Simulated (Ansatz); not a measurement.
# Dielectric response of CaS (110) films, part 2 of 4

Aim: the electronic and static ε of rocksalt CaS (110) from films of three thicknesses in a field.

Ansatz 0.2.0; plane-wave DFT, LDA, Ansatz PAW.

So far. Step 2 (Relaxation, 10 atoms, units 5): The gap is 1.85 eV, with the valence edge 4.58 eV and the conduction edge 2.73 eV under the upper vacuum level.

### 3. The relaxed film, single point, 10 atoms, units 5

The film was relaxed beforehand; a single point on the relaxed positions gives its levels and potential.

input.yaml reads:

```yaml
crystal:
  lattice:
    - [4.02343758, 0.0, 0.0]
    - [0.0, 5.69, 0.0]
    - [0.0, 0.0, 26.0468751699]
  atoms:
    - { symbol: Ca, position: [0.5, 0.5, 0.3571093768] }
    - { symbol: S, position: [0.5, 0.0, 0.3515939549] }
    - { symbol: Ca, position: [0.0, 0.0, 0.4225469078] }
    - { symbol: S, position: [0.0, 0.5, 0.4249328131] }
    - { symbol: Ca, position: [0.5, 0.5, 0.5000000027] }
    - { symbol: S, position: [0.5, 0.0, 0.4999999987] }
    - { symbol: Ca, position: [0.0, 0.0, 0.5774530915] }
    - { symbol: S, position: [0.0, 0.5, 0.5750671886] }
    - { symbol: Ca, position: [0.5, 0.5, 0.6428906197] }
    - { symbol: S, position: [0.5, 0.0, 0.6484060463] }
kpoints:
  mp_grid: { grid: [8, 6, 1] }
hamiltonian:
  xc: lda
scf:
  occupations: { method: fixed }
  convergence: { dr2_threshold: 1.0e-09 }
efield:
  axis: 3
  dipole_correction: true
  ramp_position: 0.97
  ramp_width: 0.06
output:
  eigenvalues: true
  write_potential: true
  write_density: true
  volumetric_format: npy
```

Launch:

```console
$ ansatz run input.yaml --threads 4 --pin off --max-ram 8192MiB --backend cpu --events-out ev --progress --plain --runs-dir out
```

Numbers of over 12 decimals in the logs are rounded to 6 here.

Log:

```text
[...]
Crystal: 10 atoms, lattice volume = 596.300 Å³
Basis set: ecut = 420 eV, 11725 PW (Γ)
Bands: 50, of which v1, the nominal top of the filled ones, is band 40 counted from 1 (39 counted from 0)
Symmetry: 4 space group operations
k-points: 20 of 48
[...]
SCF iter   1: F=—  HF=-13230.219457 eV  |F-HF|=—  |Δ(HF+E_count)|=         —  Δρ=3.43e-3  dr2=9.76e-2  ethr=1.77e-3  p=-0.000 e·Å  D=-9.48e-9 V/Å  ΔV_dip=0.00 eV  dr2_dipole=1.33e-9  V_vac-E_F(+/−)=4.54/4.54 eV  ⟨swp⟩=8.5  Hψ=5256  notcnv=0  defer=153
[...]
SCF iter  10: F=-13230.200063 eV  HF=-13230.200063 eV  |F-HF|=2.07e-10  |Δ(HF+E_count)|=  2.46e-10  Δρ=1.19e-7  dr2=2.03e-10  ethr=1.25e-12  p=-0.000 e·Å  D=-9.89e-7 V/Å  ΔV_dip=0.00 eV  dr2_dipole=6.10e-11  V_vac-E_F(+/−)=4.58/4.58 eV  ⟨swp⟩=3.0  Hψ=2065  notcnv=0
SCF 1 converged in 10 iterations: F = -13230.200063 eV  dr2 = 2.03e-10
[...]
SCF converged after 10 iterations
Free energy (F): -13230.200063 eV
[...]
Internal energy: -13230.200063 eV  (E = F + TS)
E sigma→0 (E₀):  -13230.200063 eV
Fermi energy:    -0.377345 eV
Dipole field:    D = 0.000005 V/Å  (p = 0.000017 e·Å, saw-weighted, corrected)
Work function:   Φ+ = 4.5771 eV   Φ− = 4.5772 eV
[...]
--- Band table (eV; the first three rows and the last of 20) ---
  k-point 0: bands = [... 36 lower, -0.9699, -0.7319, -0.5579, -0.3773, 1.4688, 1.9417, 2.2647, 2.7946, ... 6 higher]
  k-point 1: bands = [... 36 lower, -1.2653, -0.7500, -0.5958, -0.4344, 1.5043, 2.0680, 2.2904, 2.7948, ... 6 higher]
  k-point 2: bands = [... 36 lower, -1.3466, -0.7920, -0.6668, -0.5362, 1.5667, 2.2278, 2.3494, 2.7994, ... 6 higher]
  k-point 19: bands = [... 36 lower, -1.6923, -1.6299, -1.2013, -1.0540, 2.4840, 2.5079, 3.5062, 3.6253, ... 6 higher]
```

The job ended after 24 s (4 threads of Arm Neoverse V1, shared host; peak memory 1.3 GiB).

Reading the cycles: dr2 is the Hartree energy of the density residual (eV), the measure of convergence; HF is the Harris–Foulkes estimate of the energy, which meets the free energy F at convergence.

This step gave:

| Quantity | Value |
| --- | --- |
| dipole along the normal | 1.68e-5 e·Å |

Running mean over 2.012 Å of the planar mean; the ramp of the sawtooth is left out. The electron's electrostatic potential energy less the highest filled level by z:

```tsv
z (Å)	electron's electrostatic potential energy less the highest filled level (eV)
3.5	4.58
4.0	4.58
4.5	4.58
5.0	4.58
5.5	4.57
6.0	4.56
6.5	4.51
7.0	4.34
7.5	3.72
8.0	1.84
8.5	-0.804
9.0	-2.60
9.5	-3.46
10.0	-4.11
10.5	-3.96
11.0	-3.37
11.5	-3.21
12.0	-3.19
12.5	-3.15
13.0	-3.09
13.5	-3.14
14.0	-3.18
14.5	-3.20
15.0	-3.34
15.5	-3.91
16.0	-4.13
16.5	-3.54
17.0	-2.69
17.5	-1.04
18.0	1.60
18.5	3.60
19.0	4.31
19.5	4.50
20.0	4.56
20.5	4.57
21.0	4.58
21.5	4.58
22.0	4.58
22.5	4.58
23.0	4.58
```

The gap is 1.85 eV, with the valence edge 4.58 eV and the conduction edge 2.73 eV under the upper vacuum level.

### 4. Atoms held, 10 atoms, units 5, field 0.05 V/Å

A sawtooth potential applies the field, turning back in the middle of the vacuum. With the dipole correction the typed value is the field outside the slab. The induced dipole is small, so the SCF threshold is tight.

Changes to input.yaml since step 3:

```diff
@@ -22,3 +22,3 @@
   occupations: { method: fixed }
-  convergence: { dr2_threshold: 1.0e-09 }
+  convergence: { dr2_threshold: 1.0e-10 }
 efield:
@@ -28,4 +28,4 @@
   ramp_width: 0.06
+  amplitude: 0.05
 output:
-  eigenvalues: true
   write_potential: true
```

Log:

```text
[...]
Crystal: 10 atoms, lattice volume = 596.300 Å³
Basis set: ecut = 420 eV, 11725 PW (Γ)
Bands: 50, of which v1, the nominal top of the filled ones, is band 40 counted from 1 (39 counted from 0)
Symmetry: 4 space group operations
k-points: 20 of 48
[...]
SCF iter   1: F=—  HF=-13233.571176 eV  |F-HF|=—  |Δ(HF+E_count)|=         —  Δρ=2.34e-2  dr2=1.02e1  ethr=3.10e-3  p=0.066 e·Å  D=2.02e-2 V/Å  ΔV_dip=-0.52 eV  dr2_dipole=4.87e-4  V_vac-E_F(+/−)=9.38/8.71 eV  ⟨swp⟩=8.8  Hψ=5023  notcnv=0  defer=163
[...]
SCF iter  13: F=-13230.201459 eV  HF=-13230.201459 eV  |F-HF|=3.27e-11  |Δ(HF+E_count)|=  1.80e-10  Δρ=5.45e-8  dr2=1.40e-11  ethr=1.00e-12  p=0.056 e·Å  D=1.69e-2 V/Å  ΔV_dip=-0.44 eV  dr2_dipole=1.20e-15  V_vac-E_F(+/−)=4.93/4.18 eV  ⟨swp⟩=26.9  Hψ=6340  notcnv=0
SCF 1 converged in 13 iterations: F = -13230.201459 eV  dr2 = 1.40e-11
[...]
SCF converged after 13 iterations
[...]
Free energy (F): -13230.201459 eV
[...]
Internal energy: -13230.201459 eV  (E = F + TS)
E sigma→0 (E₀):  -13230.201459 eV
Fermi energy:    -0.371966 eV
Dipole field:    D = 0.016949 V/Å  (p = 0.055853 e·Å, saw-weighted, corrected)
Work function:   not extracted (applied field tilts the vacuum); planar V_es + V_field profile in the machine report
[...]
--- Band table (eV; the first three rows and the last of 20) ---
  k-point 0: bands = [... 36 lower, -0.9680, -0.7308, -0.5636, -0.3720, 1.4683, 1.9293, 2.2752, 2.7945, ... 6 higher]
  k-point 1: bands = [... 36 lower, -1.2636, -0.7487, -0.6022, -0.4283, 1.5037, 2.0507, 2.3059, 2.7947, ... 6 higher]
  k-point 2: bands = [... 36 lower, -1.3478, -0.7906, -0.6747, -0.5286, 1.5661, 2.2008, 2.3750, 2.7994, ... 6 higher]
  k-point 19: bands = [... 36 lower, -1.7063, -1.6163, -1.2096, -1.0460, 2.4492, 2.5422, 3.5037, 3.6235, ... 6 higher]
```

It took 26 s on 4 threads; peak memory 1.3 GiB; 100 s of CPU time.

Numbers from this step:

* gap on the k-mesh: 1.840 eV
* dipole along the normal: 0.05585 e·Å

The dipole is 0.0559 e·Å, and the gap on the mesh 1.840 eV.

### 5. Atoms held, 10 atoms, units 5, field -0.05 V/Å

Changes to input.yaml since step 4:

```diff
@@ -28,3 +28,3 @@
   ramp_width: 0.06
-  amplitude: 0.05
+  amplitude: -0.05
 output:
```

Log:

```text
[...]
Crystal: 10 atoms, lattice volume = 596.300 Å³
Basis set: ecut = 420 eV, 11725 PW (Γ)
Bands: 50, of which v1, the nominal top of the filled ones, is band 40 counted from 1 (39 counted from 0)
Symmetry: 4 space group operations
k-points: 20 of 48
[...]
k-point 0: bands = [... 36 lower, -0.9680, -0.7308, -0.5636, -0.3720, 1.4683, 1.9293, 2.2752, 2.7945, ... 6 higher]
  k-point 1: bands = [... 36 lower, -1.2636, -0.7487, -0.6022, -0.4283, 1.5037, 2.0507, 2.3059, 2.7947, ... 6 higher]
  k-point 2: bands = [... 36 lower, -1.3478, -0.7906, -0.6747, -0.5286, 1.5661, 2.2008, 2.3750, 2.7994, ... 6 higher]
  k-point 19: bands = [... 36 lower, -1.7063, -1.6163, -1.2096, -1.0460, 2.4492, 2.5422, 3.5037, 3.6235, ... 6 higher]
[key lines of the parts left out:]
SCF converged after 13 iterations
Free energy (F): -13230.201459 eV
Fermi energy:    -0.371966 eV
Dipole field:    D = -0.016949 V/Å  (p = -0.055853 e·Å, saw-weighted, corrected)
```

Wall time 26 s (4 threads); peak memory 1.3 GiB.

The dipole is -0.0559 e·Å, and the gap on the mesh 1.840 eV.

### 6. Response with the atoms held, 10 atoms, units 5

This step: plane-wave DFT, LDA, Ansatz PAW; response to a field along the normal, atoms held (Ansatz 0.2.0).

The two fields give this film's response with the atoms held: the electronic part.

Numbers from this step:

```
equivalent conductor thickness p/(ε₀AE) : 8.829 Å
distance between the outer atoms        : 7.731 Å
thickness                               : 10.06 Å
```

Local field over the applied field, running mean. From the potentials at -0.05 and 0.05 V/Å; running mean over 2.012 Å, taken twice. Local field over applied field against z:

```tsv
z (Å)	local field over applied field
4.5	0.996
5.0	0.991
5.5	0.977
6.0	0.947
6.5	0.890
7.0	0.796
7.5	0.666
8.0	0.514
8.5	0.365
9.0	0.248
9.5	0.177
10.0	0.151
10.5	0.157
11.0	0.173
11.5	0.187
12.0	0.192
12.5	0.191
13.0	0.190
13.5	0.191
14.0	0.192
14.5	0.187
15.0	0.174
15.5	0.158
16.0	0.151
16.5	0.172
17.0	0.240
17.5	0.352
18.0	0.499
18.5	0.652
19.0	0.785
19.5	0.883
20.0	0.943
20.5	0.975
21.0	0.990
21.5	0.996
```

Electrons, planar mean, per unit field. The induced electron density by z:

z (Å), induced electron density (e/Å³ per V/Å) and a bar from the least value:
```
      4.5    0.00001 ###############
      5.0    0.00003 ###############
      5.5    0.00009 ################
      6.0    0.00022 ################
      6.5    0.00053 ##################
      7.0    0.00112 #####################
      7.5    0.00202 ##########################
      8.0    0.00272 ##############################
      8.5    0.00207 ##########################
      9.0    0.00091 ####################
      9.5    0.00040 #################
     10.0   -0.00060 ############
     10.5   -0.00042 #############
     11.0   -0.00030 #############
     11.5   -0.00022 ##############
     12.0    0.00025 ################
     12.5    0.00031 #################
     13.0    0.00000 ###############
     13.5   -0.00028 ##############
     14.0   -0.00029 #############
     14.5    0.00019 ################
     15.0    0.00029 #################
     15.5    0.00040 #################
     16.0    0.00061 ##################
     16.5   -0.00030 #############
     17.0   -0.00087 ##########
     17.5   -0.00194 ####
     18.0   -0.00273 
     18.5   -0.00210 ###
     19.0   -0.00119 ########
     19.5   -0.00057 ############
     20.0   -0.00024 ##############
     20.5   -0.00010 ##############
     21.0   -0.00004 ###############
     21.5   -0.00001 ###############
```

By hand: between -0.05 and 0.05 V/Å the dipole changes by 0.1117 e·Å, a slope of 1.117 e·Å²/V. A perfect conductor of thickness t has p = ε₀AEt, so t = 180.95 × 1.117 / 22.893 = 8.83 Å (e/ε₀ = 180.95 V·Å, A in Å²).

The induced dipole is that of a conductor 8.83 Å thick.

### 7. Field on, atoms free, 10 atoms, field 0.05 V/Å

This step: plane-wave DFT, LDA, Ansatz PAW (Ansatz 0.2.0).

Now the atoms may follow the field. A weak field makes forces of meV/Å to tens of meV/Å, so the force tolerance is set well below the usual one.

Changes to input.yaml since step 5:

```diff
@@ -28,3 +28,6 @@
   ramp_width: 0.06
-  amplitude: -0.05
+  amplitude: 0.05
+relax:
+  f_tol: 0.0006
+  max_steps: 70
 output:
```

Log:

```text
[...]
Crystal: 10 atoms, lattice volume = 596.300 Å³
Basis set: ecut = 420 eV, 11725 PW (Γ)
Bands: 50, of which v1, the nominal top of the filled ones, is band 40 counted from 1 (39 counted from 0)
Symmetry: 4 space group operations
k-points: 20 of 48
[...]
SCF iter   1: F=—  HF=-13233.571178 eV  |F-HF|=—  |Δ(HF+E_count)|=         —  Δρ=2.34e-2  dr2=1.02e1  ethr=3.10e-3  p=0.066 e·Å  D=2.02e-2 V/Å  ΔV_dip=-0.52 eV  dr2_dipole=4.87e-4  V_vac-E_F(+/−)=9.38/8.71 eV  ⟨swp⟩=8.8  Hψ=5023  notcnv=0  defer=163
[...]
SCF iter  13: F=-13230.201459 eV  HF=-13230.201459 eV  |F-HF|=5.46e-11  |Δ(HF+E_count)|=  1.87e-10  Δρ=5.44e-8  dr2=1.38e-11  ethr=1.00e-12  p=0.056 e·Å  D=1.69e-2 V/Å  ΔV_dip=-0.44 eV  dr2_dipole=2.16e-16  V_vac-E_F(+/−)=4.93/4.18 eV  ⟨swp⟩=7.3  Hψ=5125  notcnv=0
SCF 1 converged in 13 iterations: F = -13230.201459 eV  dr2 = 1.38e-11
[...]
relax step   1: F+E_penalty+E_count = -13230.20145932 eV  Δ(F+E_penalty+E_count) = +0.000e0 eV  max|allowed force component| = 2.449e-2 eV/Å  Δτ_max = 0.0000 Å  (13 SCF iters, accepted)
[...]
SCF iter   9: F=-13230.200831 eV  HF=-13230.200831 eV  |F-HF|=1.62e-10  |Δ(HF+E_count)|=  5.28e-10  Δρ=9.85e-8  dr2=4.25e-11  ethr=1.00e-12  p=0.080 e·Å  D=2.44e-2 V/Å  ΔV_dip=-0.64 eV  dr2_dipole=7.47e-14  V_vac-E_F(+/−)=4.84/4.28 eV  ⟨swp⟩=7.3  Hψ=5268  notcnv=0
SCF 2 converged in 9 iterations: F = -13230.200831 eV  dr2 = 4.25e-11
relax step   2: F+E_penalty+E_count = -13230.20083096 eV  Δ(F+E_penalty+E_count) = +6.284e-4 eV  max|allowed force component| = 4.176e-2 eV/Å  Δτ_max = 0.0131 Å  (9 SCF iters, rejected (line search))
SCF iter   1: F=—  HF=-13230.201819 eV  |F-HF|=—  |Δ(HF+E_count)|=         —  Δρ=2.22e-4  dr2=7.89e-4  ethr=1.36e-5  p=0.080 e·Å  D=2.44e-2 V/Å  ΔV_dip=-0.64 eV  dr2_dipole=4.39e-4  V_vac-E_F(+/−)=4.84/4.28 eV  ⟨swp⟩=5.0  Hψ=2213  notcnv=0  defer=160
[...]
SCF iter   9: F=-13230.201682 eV  HF=-13230.201682 eV  |F-HF|=5.64e-11  |Δ(HF+E_count)|=  3.02e-10  Δρ=4.76e-8  dr2=1.30e-11  ethr=1.00e-12  p=0.065 e·Å  D=1.96e-2 V/Å  ΔV_dip=-0.51 eV  dr2_dipole=6.41e-13  V_vac-E_F(+/−)=4.90/4.22 eV  ⟨swp⟩=7.2  Hψ=5165  notcnv=0
SCF 3 converged in 9 iterations: F = -13230.201682 eV  dr2 = 1.30e-11
relax step   3: F+E_penalty+E_count = -13230.20168247 eV  Δ(F+E_penalty+E_count) = -2.231e-4 eV  max|allowed force component| = 1.521e-3 eV/Å  Δτ_max = 0.0041 Å  (9 SCF iters, accepted)
SCF iter   1: F=—  HF=-13230.201683 eV  |F-HF|=—  |Δ(HF+E_count)|=         —  Δρ=3.75e-6  dr2=1.28e-7  ethr=2.23e-9  p=0.065 e·Å  D=1.96e-2 V/Å  ΔV_dip=-0.51 eV  dr2_dipole=1.75e-8  V_vac-E_F(+/−)=4.90/4.22 eV  ⟨swp⟩=3.1  Hψ=2212  notcnv=0  defer=113
[...]
SCF iter   5: F=-13230.201683 eV  HF=-13230.201683 eV  |F-HF|=2.18e-11  |Δ(HF+E_count)|=  1.31e-10  Δρ=6.18e-8  dr2=3.35e-11  ethr=1.00e-12  p=0.065 e·Å  D=1.97e-2 V/Å  ΔV_dip=-0.51 eV  dr2_dipole=1.14e-12  V_vac-E_F(+/−)=4.90/4.22 eV  ⟨swp⟩=7.0  Hψ=5237  notcnv=0
SCF 4 converged in 5 iterations: F = -13230.201683 eV  dr2 = 3.35e-11
relax step   4: F+E_penalty+E_count = -13230.20168295 eV  Δ(F+E_penalty+E_count) = -4.771e-7 eV  max|allowed force component| = 3.957e-4 eV/Å  Δτ_max = 0.0002 Å  (5 SCF iters, accepted)
NSCF: frozen V_eff on 20 k-points
[...]
SCF converged after 5 iterations
[...]
Free energy (F): -13230.201683 eV
[...]
Internal energy: -13230.201683 eV  (E = F + TS)
E sigma→0 (E₀):  -13230.201683 eV
Fermi energy:    -0.376892 eV
Dipole field:    D = 0.019663 V/Å  (p = 0.064796 e·Å, saw-weighted, corrected)
Work function:   not extracted (applied field tilts the vacuum); planar V_es + V_field profile in the machine report
[...]
--- Forces (eV/Å), atoms counted from 1 ---
  atom   1  Ca     0.00000000    -0.00000000    -0.00029050
  atom   2  S      0.00000000     0.00000000    -0.00016224
  atom   3  Ca    -0.00000000     0.00000000     0.00039378
  atom   4  S     -0.00000000     0.00000000     0.00023484
  atom   5  Ca    -0.00000000    -0.00000000     0.00006078
  atom   6  S      0.00000000     0.00000000    -0.00025960
  atom   7  Ca    -0.00000000    -0.00000000     0.00040227
  atom   8  S     -0.00000000    -0.00000000     0.00020235
  atom   9  Ca     0.00000000     0.00000000    -0.00036406
  atom  10  S      0.00000000    -0.00000000    -0.00015193
  max |Σ_I F_I| component: 6.57e-5 eV/Å
--- Band table (eV; the first three rows and the last of 20) ---
  k-point 0: bands = [... 36 lower, -0.9694, -0.7319, -0.5588, -0.3769, 1.4687, 1.9372, 2.2680, 2.7945, ... 6 higher]
  k-point 1: bands = [... 36 lower, -1.2650, -0.7499, -0.5968, -0.4338, 1.5042, 2.0620, 2.2953, 2.7948, ... 6 higher]
  k-point 2: bands = [... 36 lower, -1.3470, -0.7919, -0.6679, -0.5355, 1.5666, 2.2178, 2.3585, 2.7994, ... 6 higher]
  k-point 19: bands = [... 36 lower, -1.6959, -1.6267, -1.2034, -1.0521, 2.4683, 2.5233, 3.5055, 3.6250, ... 6 higher]
--- Relaxed structure (4 steps of the walk, 3 accepted, 0 SCFs on fresh bases) ---
  F+E_penalty+E_count = -13230.20168295 eV   max|allowed force component| = 3.957e-4 eV/Å
  atoms:
    - { symbol: Ca, position: [0.5, 0.500000, 0.357247] }
    - { symbol: S, position: [0.5, 0, 0.351441] }
    - { symbol: Ca, position: [0, 0, 0.422528] }
    - { symbol: S, position: [0, 0.500000, 0.424972] }
    - { symbol: Ca, position: [0.5, 0.500000, 0.500124] }
    - { symbol: S, position: [0.5, 0, 0.499871] }
    - { symbol: Ca, position: [0, 0, 0.577434] }
    - { symbol: S, position: [0, 0.500000, 0.575106] }
    - { symbol: Ca, position: [0.5, 0.500000, 0.643026] }
    - { symbol: S, position: [0.5, 0, 0.648250] }
```

It took 55 s on 4 threads; peak memory 1.1 GiB; 3.6 min of CPU time.

Hardly anything moved in the relaxation; the energy changed by under 0.2 meV an atom.

Numbers from this step:

* gap on the k-mesh: 1.846 eV
* dipole along the normal: 0.06480 e·Å

The relaxation took 4 steps and lowered the energy by 2.2e-4 eV; the largest force on the free atoms ends at 4.0e-4 eV/Å.

The dipole is 0.0648 e·Å, and the gap on the mesh 1.846 eV.

### 8. Relaxing in the field, 10 atoms, field -0.05 V/Å

The opposite sign, again from the field-free geometry; the difference of the two cancels what relaxes without a field.

Changes to input.yaml since step 7:

```diff
@@ -28,3 +28,3 @@
   ramp_width: 0.06
-  amplitude: 0.05
+  amplitude: -0.05
 relax:
```

Log:

```text
[...]
Crystal: 10 atoms, lattice volume = 596.300 Å³
Basis set: ecut = 420 eV, 11725 PW (Γ)
Bands: 50, of which v1, the nominal top of the filled ones, is band 40 counted from 1 (39 counted from 0)
Symmetry: 4 space group operations
k-points: 20 of 48
[...]
- { symbol: S, position: [0.5, 0, 0.351750] }
    - { symbol: Ca, position: [0, 0, 0.422566] }
    - { symbol: S, position: [0, 0.500000, 0.424894] }
    - { symbol: Ca, position: [0.5, 0.500000, 0.499876] }
    - { symbol: S, position: [0.5, 0, 0.500129] }
    - { symbol: Ca, position: [0, 0, 0.577472] }
    - { symbol: S, position: [0, 0.500000, 0.575028] }
    - { symbol: Ca, position: [0.5, 0.500000, 0.642753] }
    - { symbol: S, position: [0.5, 0, 0.648559] }
[key lines of the parts left out:]
SCF converged after 5 iterations
Free energy (F): -13230.201683 eV
Fermi energy:    -0.376892 eV
Dipole field:    D = -0.019663 V/Å  (p = -0.064796 e·Å, saw-weighted, corrected)
```

Run time: 55 s. Hardware: 4 threads; peak memory 1.1 GiB.

Hardly anything moved in the relaxation; the energy changed by under 0.2 meV an atom.

The relaxation took 4 steps and lowered the energy by 2.2e-4 eV; the largest force on the free atoms ends at 4.0e-4 eV/Å.

The dipole is -0.0648 e·Å, and the gap on the mesh 1.846 eV.

### 9. Response with the atoms relaxed, 10 atoms, units 5

This step: plane-wave DFT, LDA, Ansatz PAW; response to a field along the normal, atoms relaxed (Ansatz 0.2.0).

The two relaxed runs give the static response.

This step gave:

```
equivalent conductor thickness p/(ε₀AE) : 10.24 Å
```

Local field over the applied field, running mean. From the potentials at -0.05 and 0.05 V/Å; running mean over 2.012 Å, taken twice. The local field over applied field by z:

```tsv
z (Å)	local field over applied field
5	0.991
6	0.940
7	0.739
8	0.389
9	0.0784
10	0.00575
11	0.128
12	0.118
13	0.0261
14	0.113
15	0.133
16	0.0120
17	0.0647
18	0.370
19	0.728
20	0.935
21	0.990
```

The induced dipole is that of a conductor 10.24 Å thick.

(Part 2 of 4 ends here.)

[Logs are printed without paths, hosts, clocks, repeated set-up lines and the standing remarks that a program may print on its own settings, such as how far it seeks lower states.]

[Hosts, paths, dates, database ids (printed as entryN), source tags and the programs' standing remarks are cut or masked in the printed files.]

[Maps of the electrostatic potential energy from Ansatz leave out the sawtooth potential of an applied field or a dipole correction, so their vacuum need not be flat; planar profiles and work functions include it.]
